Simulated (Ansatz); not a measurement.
# Sn (I4/mmm) in Ansatz: notebook

The runs below take Sn through band structure, single point, equation of state, with LDA.

Everything below comes from runs of Ansatz 0.2.0. Logs are shortened: lines on timing, memory, paths and dates and some standing lists are left out, and cuts for length are marked.

### Step 1. The crystal as given

The structure is tetragonal, space group I4/mmm (No. 139). Conventional cell: a = 4.058 Å, b = 4.058 Å, c = 3.322 Å, α = 90.00°, β = 90.00°, γ = 90.00°. Sn (site symmetry 4/mmm) is surrounded by 10 Sn at 3.32 Å.

This isn't the form of Sn at room conditions, which is tetragonal (white tin).

### Step 2. Band structure, LDA

Contents of input.yaml:

```yaml
crystal:
  lattice:
    - [-2.029189411, 2.029189411, 1.6607599896]
    - [2.029189411, -2.029189411, 1.6607599896]
    - [2.029189411, 2.029189411, -1.6607599896]
  atoms:
    - { symbol: Sn, position: [0.0, 0.0, 0.0] }
kpoints:
  mp_grid: { grid: [10, 10, 10] }
  band_path:
    path:
      - [0.0, 0.0, 0.0]
      - [0.0, 0.0, 0.5]
      - [-0.5, 0.5, 0.5]
      - [0.0, 0.0, 0.0]
      - [0.4174590337, 0.4174590337, -0.4174590337]
      - [0.25, 0.25, 0.25]
      - [0.0, 0.5, 0.0]
      - [-0.4174590337, 0.5825409663, 0.4174590337]
    npoints: 6
scf:
  occupations: { method: fermi_dirac, width: 0.05 }
hamiltonian:
  xc: lda
  pseudopotentials: { kind: all_electron, lapw: { basis_error: 0.001 } }
output:
  forces: true
  stress: true
  eigenvalues: true
```

Potentials or basis: all-electron LAPW, scalar-relativistic.

The run is started by

```bash
$ ansatz run input.yaml --threads 1 --pin off --max-ram 3072MiB --backend cpu --events-out ev --progress --plain --runs-dir out
```

The log of the run:

```text
Warning: RAYON_NUM_THREADS=1 ignored (pool sized by the plan → 1); use --threads N
LAPW: plane waves up to 6.615 Å⁻¹, error target 1.0e-3 eV per atom; small_component_spin mean_spin; Sn in spheres of 1.658 Å, 22 of its electrons in bands, Dirac shells [] (how accurate: hamiltonian.pseudopotentials.lapw.basis_error, Limitations)
Engine: ansatz 0.2.0, x86_64-unknown-linux-gnu
Pseudopotentials: kind: all_electron
Pseudopotential: Sn, LAPW, valence charge 22, lapw/all_electron/scalar/gaussian/Sn, Koelling and Harmon's equation, gaussian nucleus
Functional definition: SPW92
  exchange = slater_x
  correlation = pw_c
Crystal: 1 atoms, lattice volume = 27.353 Å³
Basis set: ecut = 166.7156272562064 eV, 127 PW (Γ), exchange–correlation at level 2
Bands: 15, of which v1, the nominal top of the filled ones, is band 11 counted from 1 (10 counted from 0)
Symmetry: 16 space group operations
Space group: I4/mmm (ITA 139), of the structure as read, at distance tolerance 3.0e-5 Å
k-points: 102 of 1000
Non-local potential: Sn, projectors of the file, none
Initial density: superposition of atomic densities (chi_scale 0.1, normalization cell)
Initial wavefunctions: plane waves of lowest kinetic energy (no species holds an atomic orbital)
Functional: x = slater, c = lda
iter 1 solved again at ethr=1.66e-5 eV; its pass at ethr=1.00e-1 eV (dr2=3.64e-3 eV) is discarded
SCF iter   1: F=—  HF=-167944.881065 eV  |F-HF|=—  |Δ(HF+E_count)|=         —  Δρ=4.54e-3  dr2=3.70e-3  ethr=1.66e-5  ⟨swp⟩=3.9  Hψ=11288  notcnv=0
preconditioner: auto → Kerker (q_TF=auto, 2.631 Å⁻¹)  [metal: Δε(μ)=0.126 eV  Ē_g=22.815 eV  σ=0.050 eV  W_gap=0.46  n_scr=12 (ndim 8)  ℏωp=26.6 eV  f_vac=0.000  D(μ)=0.60/eV (n_scr^D=0)]
SCF iter   2: F=—  HF=-167944.865941 eV  |F-HF|=—  |Δ(HF+E_count)|=   1.51e-2  Δρ=2.71e-3  dr2=1.63e-3  ethr=1.66e-5  ⟨swp⟩=2.0  Hψ=4393  notcnv=0
SCF iter   3: F=—  HF=-167944.864653 eV  |F-HF|=—  |Δ(HF+E_count)|=   1.29e-3  Δρ=1.59e-3  dr2=6.55e-4  ethr=7.40e-6  ⟨swp⟩=2.0  Hψ=4392  notcnv=0
SCF iter   4: F=—  HF=-167944.864572 eV  |F-HF|=—  |Δ(HF+E_count)|=   8.12e-5  Δρ=7.47e-4  dr2=1.74e-4  ethr=2.98e-6  ⟨swp⟩=2.0  Hψ=4392  notcnv=0
iter 5 solved again at ethr=1.79e-8 eV; its pass at ethr=7.91e-7 eV (dr2=3.94e-6 eV) is discarded
SCF iter   5: F=—  HF=-167944.864582 eV  |F-HF|=—  |Δ(HF+E_count)|=   1.03e-5  Δρ=1.09e-4  dr2=3.92e-6  ethr=1.79e-8  ⟨swp⟩=2.0  Hψ=7458  notcnv=0
SCF iter   6: F=—  HF=-167944.864582 eV  |F-HF|=—  |Δ(HF+E_count)|=   4.31e-7  Δρ=3.20e-5  dr2=2.15e-7  ethr=1.78e-8  ⟨swp⟩=2.0  Hψ=4392  notcnv=0
SCF iter   7: F=-167944.864582 eV  HF=-167944.864582 eV  |F-HF|=1.75e-10  |Δ(HF+E_count)|=   4.65e-8  Δρ=6.05e-6  dr2=1.09e-8  ethr=9.78e-10  ⟨swp⟩=2.0  Hψ=4392  notcnv=0
SCF 1 converged in 7 iterations: F = -167944.864582 eV  dr2 = 1.09e-8
NSCF: frozen V_eff on 43 k-points
SCF converged after 7 iterations
Free energy (F): -167944.864582 eV
Harris-Foulkes:  -167944.864582 eV  (|F-HF|=1.75e-10)
Internal energy: -167944.859648 eV  (E = F + TS)
E sigma→0 (E₀):  -167944.862115 eV
Entropy (-TS):   -0.004934 eV (-4.934 meV/atom)
Fermi energy:    13.264750 eV
--- Per-component energies (eV) ---
  E_band       = -705.663743
  E_kinetic    = 176583.061038
  E_xc         = -4350.971636
  E_electrostatic = -340176.949049  (all electrons and nuclei)
  E_smearing   = -0.004934  (= −TS)
  E_closure    = 0.000000  (closes the sum)
  E_atoms      = -167940.446540  (free atoms, spherical and without spin; not in F)
  Σ components = -167944.864582   (vs F -167944.864582, Δ=0.00e0)
  Basis errors (estimates in eV, not in F): energy 2.2e-4 per atom: plane waves 2.2e-4 (1.1e-4 summed), levels above the bands 3.8e-89, relativity 1.4e-9, radial functions 3.7e-6, core shells 1.5e-10; eigenvalues (radial functions only) 1.8e-5; not estimated: angular momenta, meshes, grids; target (lapw.basis_error) 1.0e-3; muffin-tin radii Sn 1.658 Å
--- Forces (eV/Å), atoms counted from 1 ---
  atom   1  Sn    -0.00000000    -0.00000000     0.00000000
  max |Σ_I F_I| component: 3.94e-31 eV/Å
--- Stress (GPa, compression-positive) ---
       -3.391358       0.000000       0.000000
        0.000000      -3.391358       0.000000
        0.000000       0.000000      -2.779767
  P = ⅓ Tr σ = -3.1875 GPa (-31.875 kbar)
--- Band table (eV; the first three rows and the last of 102) ---
  k-point 0: bands = ["-115.6494", "-71.5701", "-71.5622", "-71.5622", "-8.1165", "-8.0397", "-8.0397", "-8.0374", "-7.9201", "2.2386", "19.9780", "19.9780", "22.4638", "23.6527", "24.7630"]
  k-point 1: bands = ["-115.6494", "-71.5702", "-71.5625", "-71.5622", "-8.1063", "-8.0420", "-8.0416", "-8.0246", "-7.9245", "2.4255", "18.0020", "20.1089", "21.9061", "24.2502", "25.0436"]
  k-point 2: bands = ["-115.6494", "-71.5704", "-71.5633", "-71.5621", "-8.0814", "-8.0513", "-8.0481", "-7.9848", "-7.9357", "2.9853", "15.0359", "20.4422", "20.8350", "24.4254", "24.6895"]
  k-point 101: bands = ["-115.6491", "-71.5718", "-71.5650", "-71.5650", "-8.1512", "-8.0845", "-7.8938", "-7.8938", "-7.8625", "9.7521", "11.7515", "11.7515", "15.7945", "16.4967", "19.5099"]
```

bands.tsv:

```text
# k_distance	band_0	band_1	band_2	band_3	band_4	band_5	band_6	band_7	band_8	band_9	band_10	band_11	band_12	band_13	band_14
# fermi_ev = 13.264750
[... 15 lines left out ...]
0.547372	-128.914087	-84.835280	-84.828504	-84.826864	-21.336619	-21.316658	-21.316558	-21.224800	-21.207358	-9.862421	0.342234	7.052336	7.364127	11.003584	11.206234
0.729829	-128.914050	-84.835489	-84.829274	-84.826814	-21.341905	-21.322767	-21.297030	-21.218498	-21.184472	-8.981610	-1.847807	6.341535	7.595941	10.720567	11.200142
0.912286	-128.914023	-84.835643	-84.829837	-84.826777	-21.350018	-21.327238	-21.278856	-21.226626	-21.154734	-7.955133	-3.673463	5.888906	7.682071	10.536721	11.157070
[... 35 lines left out ...]
8.189611	-128.913877	-84.837162	-84.829333	-84.829330	-21.334278	-21.324323	-21.211594	-21.201589	-21.148852	-3.879156	-1.352253	-0.672067	0.017825	4.134737	11.376393
8.356329	-128.913870	-84.836933	-84.829528	-84.829528	-21.368161	-21.336710	-21.183059	-21.183059	-21.142737	-3.495248	-1.080617	-1.080617	0.065744	3.549867	9.640045
```

Run time: 6.8 s. Hardware: 1 thread of AMD EPYC 7R43 (Zen 3), shared host; peak memory 0.31 GiB.

What came out:

- Free energy: -167944.8646 eV
- Pressure: -3.2 GPa
- Band gap along the path: none (metal or under the smearing width)

Stress tensor (GPa, compression positive):
```
-3.39  0.00  0.00
 0.00 -3.39  0.00
 0.00  0.00 -2.78
```

Levels at the corners of the path, in eV from the Fermi level:
| point | band 8 | band 9 | band 10 | band 11 | band 12 | band 13 | band 14 | band 15 |
| --- | --- | --- | --- | --- | --- | --- | --- | --- |
| Γ | -21.30 | -21.18 | -11.03 | 6.71 | 6.71 | 9.20 | 10.39 | 11.50 |
| X | -21.23 | -21.14 | -7.31 | -4.59 | 5.73 | 7.69 | 10.47 | 11.06 |
| M | -21.16 | -21.13 | -3.51 | -1.51 | -1.51 | 2.53 | 3.23 | 6.25 |
| Γ | -21.30 | -21.18 | -11.03 | 6.71 | 6.71 | 9.20 | 10.39 | 11.50 |
| Z | -21.18 | -21.14 | -3.50 | -1.08 | -1.08 | 0.07 | 3.55 | 9.64 |
| P | -21.22 | -21.18 | -4.97 | -2.08 | -0.81 | -0.81 | 15.45 | 15.45 |
| N | -21.16 | -21.14 | -5.82 | -4.08 | 3.06 | 4.33 | 7.29 | 7.54 |
| Z1 | -21.18 | -21.14 | -3.50 | -1.08 | -1.08 | 0.07 | 3.55 | 9.64 |

Caveat: spin-orbit coupling is left out, which moves the levels of the heavy elements.

### Step 3. Single point, LDA, 25.71 Å³/atom (volume scaled by 0.94)

Contents of input.yaml:

```yaml
crystal:
  lattice:
    - [-1.987765759, 1.987765759, 1.6268574157]
    - [1.987765759, -1.987765759, 1.6268574157]
    - [1.987765759, 1.987765759, -1.6268574157]
  atoms:
    - { symbol: Sn, position: [0.0, 0.0, 0.0] }
kpoints:
  mp_grid: { grid: [10, 10, 10] }
scf:
  occupations: { method: fermi_dirac, width: 0.05 }
hamiltonian:
  xc: lda
  pseudopotentials: { kind: all_electron, lapw: { basis_error: 0.001 } }
output:
  forces: true
  stress: true
  eigenvalues: true
```

Potentials or basis: all-electron LAPW, scalar-relativistic.

The run is started by

```bash
$ ansatz run input.yaml --threads 1 --pin off --max-ram 3072MiB --backend cpu --events-out ev --progress --plain --runs-dir out
```

Wall time 5.6 s (1 thread of AMD EPYC 7R43 (Zen 3), shared host); peak memory 0.28 GiB.

Results (log left out):

| Item | Value |
| --- | --- |
| Free energy | -167944.8826 eV |
| Pressure | -0.1 GPa |
| Band gap on the k mesh | none (metal or under the smearing width) |

### Step 4. Single point, LDA, 26.26 Å³/atom (volume scaled by 0.96)

Changes to input.yaml since step 3:

```diff
@@ -2,5 +2,5 @@
   lattice:
-    - [-1.987765759, 1.987765759, 1.6268574157]
-    - [1.987765759, -1.987765759, 1.6268574157]
-    - [1.987765759, 1.987765759, -1.6268574157]
+    - [-2.0017645706, 2.0017645706, 1.6383145356]
+    - [2.0017645706, -2.0017645706, 1.6383145356]
+    - [2.0017645706, 2.0017645706, -1.6383145356]
   atoms:
```

The run is started by

```bash
$ ansatz run input.yaml --threads 1 --pin off --max-ram 3072MiB --backend cpu --events-out ev --progress --plain --runs-dir out
```

Wall time 5.9 s (1 thread of AMD EPYC 7R43 (Zen 3), shared host); peak memory 0.3 GiB.

The run converged. Its results:

* Free energy: -167944.8801 eV
* Pressure: -1.3 GPa
* Band gap on the k mesh: none (metal or under the smearing width)

### Step 5. Single point, LDA, 26.81 Å³/atom (volume scaled by 0.98)

Changes to input.yaml since step 4:

```diff
@@ -2,5 +2,5 @@
   lattice:
-    - [-2.0017645706, 2.0017645706, 1.6383145356]
-    - [2.0017645706, -2.0017645706, 1.6383145356]
-    - [2.0017645706, 2.0017645706, -1.6383145356]
+    - [-2.0155702798, 2.0155702798, 1.6496136136]
+    - [2.0155702798, -2.0155702798, 1.6496136136]
+    - [2.0155702798, 2.0155702798, -1.6496136136]
   atoms:
```

The run is started by

```bash
$ ansatz run input.yaml --threads 1 --pin off --max-ram 3072MiB --backend cpu --events-out ev --progress --plain --runs-dir out
```

It took 5.9 s on 1 thread of AMD EPYC 7R43 (Zen 3), shared host; peak memory 0.3 GiB.

Results (log left out):

* Free energy: -167944.8740 eV
* Pressure: -2.3 GPa
* Band gap on the k mesh: none (metal or under the smearing width)

### Step 6. Single point, LDA, 27.35 Å³/atom

Changes to input.yaml since step 5:

```diff
@@ -2,5 +2,5 @@
   lattice:
-    - [-2.0155702798, 2.0155702798, 1.6496136136]
-    - [2.0155702798, -2.0155702798, 1.6496136136]
-    - [2.0155702798, 2.0155702798, -1.6496136136]
+    - [-2.029189411, 2.029189411, 1.6607599896]
+    - [2.029189411, -2.029189411, 1.6607599896]
+    - [2.029189411, 2.029189411, -1.6607599896]
   atoms:
```

Potentials or basis: all-electron LAPW, scalar-relativistic.

The run is started by

```bash
$ ansatz run input.yaml --threads 1 --pin off --max-ram 3072MiB --backend cpu --events-out ev --progress --plain --runs-dir out
```

It took 6 s on 1 thread of AMD EPYC 7R43 (Zen 3), shared host; peak memory 0.28 GiB.

Results (log left out):

```
Free energy            : -167944.8646 eV
Pressure               : -3.2 GPa
Band gap on the k mesh : none (metal or under the smearing width)
```

### Step 7. Single point, LDA, 27.90 Å³/atom (volume scaled by 1.02)

Changes to input.yaml since step 6:

```diff
@@ -2,5 +2,5 @@
   lattice:
-    - [-2.029189411, 2.029189411, 1.6607599896]
-    - [2.029189411, -2.029189411, 1.6607599896]
-    - [2.029189411, 2.029189411, -1.6607599896]
+    - [-2.0426281431, 2.0426281431, 1.6717587207]
+    - [2.0426281431, -2.0426281431, 1.6717587207]
+    - [2.0426281431, 2.0426281431, -1.6717587207]
   atoms:
```

The run is started by

```bash
$ ansatz run input.yaml --threads 1 --pin off --max-ram 3072MiB --backend cpu --events-out ev --progress --plain --runs-dir out
```

Wall time 5.7 s (1 thread of AMD EPYC 7R43 (Zen 3), shared host); peak memory 0.31 GiB.

It converged, with:

- Free energy: -167944.8523 eV
- Pressure: -4.0 GPa
- Band gap on the k mesh: none (metal or under the smearing width)

### Step 8. Single point, LDA, 28.45 Å³/atom (volume scaled by 1.04)

Changes to input.yaml since step 7:

```diff
@@ -2,5 +2,5 @@
   lattice:
-    - [-2.0426281431, 2.0426281431, 1.6717587207]
-    - [2.0426281431, -2.0426281431, 1.6717587207]
-    - [2.0426281431, 2.0426281431, -1.6717587207]
+    - [-2.0558923339, 2.0558923339, 1.682614601]
+    - [2.0558923339, -2.0558923339, 1.682614601]
+    - [2.0558923339, 2.0558923339, -1.682614601]
   atoms:
```

The run is started by

```bash
$ ansatz run input.yaml --threads 1 --pin off --max-ram 3072MiB --backend cpu --events-out ev --progress --plain --runs-dir out
```

Run time: 7.7 s. Hardware: 1 thread of AMD EPYC 7R43 (Zen 3), shared host; peak memory 0.3 GiB.

Results (log left out):

```
Free energy            : -167944.8375 eV
Pressure               : -4.7 GPa
Band gap on the k mesh : none (metal or under the smearing width)
```

### Step 9. Single point, LDA, 28.99 Å³/atom (volume scaled by 1.06)

Changes to input.yaml since step 8:

```diff
@@ -2,5 +2,5 @@
   lattice:
-    - [-2.0558923339, 2.0558923339, 1.682614601]
-    - [2.0558923339, -2.0558923339, 1.682614601]
-    - [2.0558923339, 2.0558923339, -1.682614601]
+    - [-2.0689875426, 2.0689875426, 1.6933321804]
+    - [2.0689875426, -2.0689875426, 1.6933321804]
+    - [2.0689875426, 2.0689875426, -1.6933321804]
   atoms:
```

Potentials or basis: all-electron LAPW, scalar-relativistic.

The run is started by

```bash
$ ansatz run input.yaml --threads 1 --pin off --max-ram 3072MiB --backend cpu --events-out ev --progress --plain --runs-dir out
```

Run time: 6 s. Hardware: 1 thread of AMD EPYC 7R43 (Zen 3), shared host; peak memory 0.31 GiB.

It converged, with:

```
Free energy            : -167944.8205 eV
Pressure               : -5.3 GPa
Band gap on the k mesh : none (metal or under the smearing width)
```

### Step 10. Equation of state, LDA

This step only gathers the single runs of the series.

Results:

- Equilibrium volume: 25.65 Å³/atom (rough: see the caveat)
- Bulk modulus at fixed shape and positions: 58 GPa (rough)

Energy against volume, from the lowest point:
| volume (Å³/atom) | energy (meV/atom) |
| --- | --- |
| 25.712 | 0.00 |
| 26.259 | 2.47 |
| 26.806 | 8.63 |
| 27.353 | 18.03 |
| 27.901 | 30.30 |
| 28.448 | 45.08 |
| 28.995 | 62.08 |

Caveat: the minimum lies outside the volumes run; the cell was scaled at fixed shape and fractional positions, which overstates the stiffness of a crystal with free parameters, most of all of layers and chains.
